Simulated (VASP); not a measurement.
# Cu (I4/mmm) in VASP: single point with PBEsol

Aim: the single point of Cu with PBEsol.

All numbers are computed with VASP 6.6.1; they aren't measurements. Logs are shortened: lines on timing, memory, paths and dates and some standing lists are left out, and cuts for length are marked.

### 1 The structure

The structure is tetragonal, space group I4/mmm (No. 139). Conventional cell: a = 2.886 Å, b = 2.886 Å, c = 2.752 Å, α = 90.00°, β = 90.00°, γ = 90.00°. Around Cu (site symmetry 4/mmm) lie 10 Cu at 2.46 to 2.75 Å.

This isn't the form of Cu at room conditions, which is fcc.

### 2 Single point, PBEsol

INCAR reads:

```
SYSTEM = Cu
PREC = Accurate ; ENCUT = 520
EDIFF = 1E-6 ; ISMEAR = -1
SIGMA = 0.15 ; LREAL = .False.
LASPH = .True. ; NELM = 80
ALGO = Fast ; ISIF = 2
LWAVE = .False. ; LCHARG = .True.
GGA = PS ; LELF = .True.
LVHAR = .True. ; NBANDS = 12
```

KPOINTS reads:

```
regular mesh
0
Gamma
  11 11 11
  0 0 0
```

POSCAR reads:

```
Cu
1.0
    2.4610780000      0.0000000000      0.0000000000
   -0.9222399113      2.2817489932      0.0000000000
   -0.7694191290     -1.1408746222      2.0404176588
Cu
1
Direct
    0.0000000000      0.0000000000      0.0000000000
```

Potentials or basis: VASP PAW PBE potentials, release 64 (Cu).

The run is started by

```
$ cat potpaw_PBE.64/Cu/POTCAR > POTCAR
$ mpirun -np 1 vasp_std > vasp.out
```

OUTCAR:

```text
SYSTEM = Cu
   PREC = Accurate
   ENCUT = 520
   EDIFF = 1E-6
   ISMEAR = -1
   LREAL = .False.
   LASPH = .True.
   NELM = 80
   ISIF = 2
   GGA = PS

 ion  position               nearest neighbor table
   1  0.000  0.000  0.000-

  LATTYP: Found a body centered tetragonal cell.
 ALAT       =     2.8855863982
 C/A-ratio  =     0.9537621168

  Lattice vectors:

 A1 = (   2.4610780000,   0.0000000000,   0.0000000000)
 A2 = (  -0.9222399113,   2.2817489932,   0.0000000000)
 A3 = (  -0.7694191290,  -1.1408746222,   2.0404176588)

Analysis of symmetry for initial positions (statically):
=====================================================================
 Subroutine PRICEL returns:
 Original cell was already a primitive cell.

 Routine SETGRP: Setting up the symmetry group for a
 body centered tetragonal supercell.

 Subroutine GETGRP returns: Found 16 space group operations
 (whereof 16 operations were pure point group operations)
 out of a pool of 16 trial point group operations.

The static configuration has the point symmetry D_4h.

Analysis of symmetry for dynamics (positions and initial velocities):
=====================================================================
 Subroutine PRICEL returns:
 Original cell was already a primitive cell.

 Routine SETGRP: Setting up the symmetry group for a
 body centered tetragonal supercell.

 Subroutine GETGRP returns: Found 16 space group operations
 (whereof 16 operations were pure point group operations)
 out of a pool of 16 trial point group operations.

The dynamic configuration has the point symmetry D_4h.

 Subroutine INISYM returns: Found 16 space group operations
 (whereof 16 operations are pure point group operations),
 and found     1 'primitive' translations

----------------------------------------------------------------------------------------

                                     Primitive cell

  volume of cell :      11.4581

  direct lattice vectors                    reciprocal lattice vectors
     2.461078000  0.000000000  0.000000000     0.406326008  0.164229310  0.245047896
    -0.922239911  2.281748993  0.000000000     0.000000000  0.438260301  0.245047896
    -0.769419129 -1.140874622  2.040417659     0.000000000  0.000000000  0.490095739

  length of vectors
     2.461078000  2.461078000  2.461078000     0.502116085  0.502116085  0.490095739

  position of ions in fractional coordinates (direct lattice)
     0.000000000  0.000000000  0.000000000

  ion indices of the primitive-cell ions
   primitive index   ion index
                 1           1

----------------------------------------------------------------------------------------

 KPOINTS: regular mesh

Automatic generation of k-mesh.
 Grid dimensions read from file:
 generate k-points for:   11   11   11

 Generating k-lattice:

  Cartesian coordinates                     Fractional coordinates (reciprocal lattice)
     0.036938728  0.014929937  0.022277081     0.090909091  0.000000000 -0.000000000
     0.000000000  0.039841846  0.022277081     0.000000000  0.090909091  0.000000000
     0.000000000  0.000000000  0.044554158     0.000000000  0.000000000  0.090909091

  Length of vectors
     0.045646917  0.045646917  0.044554158

  Shift w.r.t. Gamma in fractional coordinates (k-lattice)
     0.000000000  0.000000000  0.000000000

 Subroutine IBZKPT returns following result:
 ===========================================

 Found    126 irreducible k-points:

 Following reciprocal coordinates:
            Coordinates               Weight
  0.000000  0.000000  0.000000      1.000000
  0.090909  0.000000 -0.000000      8.000000
  0.181818 -0.000000 -0.000000      8.000000
  0.272727  0.000000  0.000000      8.000000
  0.363636  0.000000 -0.000000      8.000000
  0.454545 -0.000000 -0.000000      8.000000
[... 16 lines left out ...]
 -0.272727  0.181818 -0.000000     16.000000
 -0.181818  0.181818  0.000000      4.000000
 [... further k-points ...]
   k-points           NKPTS =    126   k-points in BZ     NKDIM =    126   number of bands    NBANDS=     12
   number of dos      NEDOS =    301   number of ions     NIONS =      1
   total plane-waves  NPLWV =   5832
   dimension x,y,z NGX =    18 NGY =   18 NGZ =   18
   dimension x,y,z NGXF=    36 NGYF=   36 NGZF=   36
   ions per type =               1
   NGX,Y,Z   is equivalent  to a cutoff of  12.16, 12.16, 12.16 a.u.
   NGXF,Y,Z  is equivalent  to a cutoff of  24.32, 24.32, 24.32 a.u.
 SYSTEM =  Cu
   PREC   = accura    normal or accurate (medium, high low for compatibility)
   ISTART =      0    job   : 0-new  1-cont  2-samecut
   ICHARG =      2    charge: 1-file 2-atom 10-const
   ISPIN  =      1    spin polarized calculation?
   LNONCOLLINEAR =      F non collinear calculations
   LSORBIT =      F    spin-orbit coupling
   LASPH  =      T    aspherical Exc in radial PAW
   ENCUT  =  520.0 eV  38.22 Ry    6.18 a.u.   4.58  4.58  4.58*2*pi/ulx,y,z
   NELM   =     80;   NELMIN=  2; NELMDL= -5     # of ELM steps
   EDIFF  = 0.1E-05   stopping-criterion for ELM
   LREAL  =      F    real-space projection
   EDIFFG = 0.1E-04   stopping-criterion for IOM
   NSW    =      0    number of steps for IOM
   IBRION =     -1    ionic relax: 0-MD 1-quasi-New 2-CG
   NFREE  =      0    steps in history (QN), initial steepest desc. (CG)
   ISIF   =      2    stress and relaxation
   ISYM   =      2    0-nonsym 1-usesym 2-fastsym
   POTIM  = 0.5000    time-step for ionic-motion
   TEBEG  =    0.0;   TEEND  =   0.0 temperature during run
   PSTRESS=    0.0 pullay stress
   NELECT =      11.0000    total number of electrons
   NUPDOWN=      -1.0000    fix difference up-down
   EMIN   =  10.00;   EMAX   =-10.00  energy-range for DOS
   EFERMI =   0.00;   METHOD = LEGACY
   ISMEAR =    -1;   SIGMA  =   0.15  broadening in eV -4-tet -1-fermi 0-gaus
   EFERMI_NEDOS =   21; number of points for ismear=-14 and -15
   IALGO  =     68    algorithm
   IMIX   =      4    mixing-type and parameters
     AMIX     =   0.40;   BMIX     =  1.00
     AMIX_MAG =   1.60;   BMIX_MAG =  1.00
  volume/ion in A,a.u.               =      11.46        77.32
  Fermi-wavevector in a.u.,A,eV,Ry     =   1.614984  3.051878 35.486363  2.608174
  Thomas-Fermi vector in A             =   2.709805
   LORBIT       =      0    0 simple, 1 ext, 2 COOP (PROOUT), +10 PAW based schemes
   GGA     = PS    functional components
   LHFCALC =     F    Hartree Fock is set to
   AEXX    =    0.0000 exact exchange contribution
   IVDW    =     0    specifies the selected vdW correction
   LEPSILON=     F    determine dielectric tensor
   LRPA    =     F    only Hartree local field effects (RPA)
 non-spin polarized calculation
 RMM-DIIS sequential band-by-band and
  energy-cutoff  :      520.00
  volume of cell :       11.46
 maximum number of plane-waves:       327
   NGX =  9   NGY =  9   NGZ =  9

 number of electron      10.9999998 magnetization

 Free energy of the ion-electron system (eV)
  ---------------------------------------------------
  ext. energy  EPLUGINS =         0.00000000
  ---------------------------------------------------
  free energy    TOTEN  =        -4.28746285 eV

  energy without entropy =       -4.26686996  energy(sigma->0) =       -4.27716640

 E-fermi :   7.7349     XC(G=0): -13.0858

 val. band max:        7.6992492778   @ k =  -0.2727   0.4545   0.0909
 cond. band min:       7.8094184033   @ k =  -0.0909  -0.4545   0.0909
 fundamental gap:      0.1101691256
 Fermi energy:         7.7348659276

 k-point     1 :       0.0000    0.0000    0.0000
  band No.  band energies     occupation
      1      -1.8360      2.00000
      2       4.4632      2.00000
      3       4.6592      2.00000
      4       4.6592      2.00000
      5       5.5389      2.00000
      6       5.7495      2.00000
      7      32.6342      0.00000
      8      32.6342      0.00000
      9      33.8799      0.00000
     10      36.6658      0.00000
     11      36.6733      0.00000
     12      36.7064      0.00000

 k-point     2 :       0.0909    0.0000   -0.0000
  band No.  band energies     occupation
      1      -1.5060      2.00000
      2       4.4607      2.00000
      3       4.6486      2.00000
      4       4.7239      2.00000
      5       5.5389      2.00000
      6       5.7056      2.00000
      7      30.4401      0.00000
      8      31.8596      0.00000
      9      31.9689      0.00000
     10      33.9396      0.00000
     11      34.8110      0.00000
     12      35.8034      0.00000

 k-point     3 :       0.1818   -0.0000   -0.0000
  band No.  band energies     occupation
      1      -0.5515      2.00000
      2       4.3149      2.00000
      3       4.5901      2.00000
      4       5.0526      2.00000
      5       5.5347      2.00000
      6       5.6606      2.00000
      7      25.5812      0.00000
      8      29.5708      0.00000
      9      30.3021      0.00000
     10      31.3794      0.00000
     11      33.4742      0.00000
     12      36.6711      0.00000
[... 286 lines left out ...]
 k-point    23 :      -0.2727    0.1818   -0.0000
  band No.  band energies     occupation
      1       0.2560      2.00000
      2       4.3463      2.00000
      3       4.3709      2.00000
      4       5.3483      2.00000
      5       5.4750      2.00000
      6       5.7429      2.00000
      7      22.2830      0.00000
      8      26.5730      0.00000
      9      29.5117      0.00000
     10      32.7943      0.00000
     11      35.0980      0.00000
     12      36.6857      0.00000

 k-point    24 :      -0.1818    0.1818    0.0000
  band No.  band energies     occupation
      1      -0.6123      2.00000
      2       4.4533      2.00000
      3       4.4628      2.00000
      4       5.1192      2.00000
      5       5.3797      2.00000
      6       5.7304      2.00000
      7      24.4744      0.00000
      8      30.5038      0.00000
      9      31.9646      0.00000
     10      32.0887      0.00000
     11      33.9950      0.00000
     12      35.2093      0.00000

 [... further k-points ...]

------------------------ aborting loop because EDIFF is reached ----------------------------------------

  FORCE on cell =-STRESS in cart. coord.  units (eV):
  Direction    XX          YY          ZZ          XY          YZ          ZX
  --------------------------------------------------------------------------------------
  -------------------------------------------------------------------------------------
  Total       -0.0407575     -0.0412137     -0.0403768     -0.0005644      0.0000000      0.0000000
  in kB       -5.6990918     -5.7628885     -5.6458660     -0.0789209      0.0000003      0.0000002
  external PRESSURE =      -5.7026154 kB  Pullay stress =       0.0000000 kB

 VOLUME and BASIS-vectors are now :
 -----------------------------------------------------------------------------
  energy-cutoff  :      520.00
  volume of cell :       11.46
      direct lattice vectors                 reciprocal lattice vectors
     2.461078000  0.000000000  0.000000000     0.406326008  0.164229310  0.245047896
    -0.922239911  2.281748993  0.000000000     0.000000000  0.438260301  0.245047896
    -0.769419129 -1.140874622  2.040417659     0.000000000  0.000000000  0.490095739

 POSITION                                       TOTAL-FORCE (eV/Angst)
 -----------------------------------------------------------------------------------
      0.00000      0.00000      0.00000         0.000000     -0.000000      0.000000
 -----------------------------------------------------------------------------------
    total drift:                                0.000000      0.000000      0.000000

  FREE ENERGIE OF THE ION-ELECTRON SYSTEM (eV)
  ---------------------------------------------------
  free  energy   TOTEN  =        -4.2874628458 eV

  energy  without entropy=       -4.2668699566  energy(sigma->0) =       -4.27716640
```

It took 13 s on 1 thread of Intel Xeon Platinum 8375C at 2.90GHz (Ice Lake), shared host; peak memory 0.13 GiB.

What came out:

| Property | Result |
| --- | --- |
| Free energy | -4.2875 eV |
| Pressure | -0.6 GPa |
| Band gap on the k mesh | none (metal or under the smearing width) |

Levels at points of the mesh, in eV from the Fermi level:
```csv
k point,band 2,band 3,band 4,band 5,band 6,band 7,band 8,band 9,band 10,band 11
"(0.00, 0.00, 0.00)",-3.27,-3.08,-3.08,-2.20,-1.99,24.90,24.90,26.15,28.93,28.94
```

Caveat: the PAW data sets were made with another functional, which shifts forces and pressure a little.
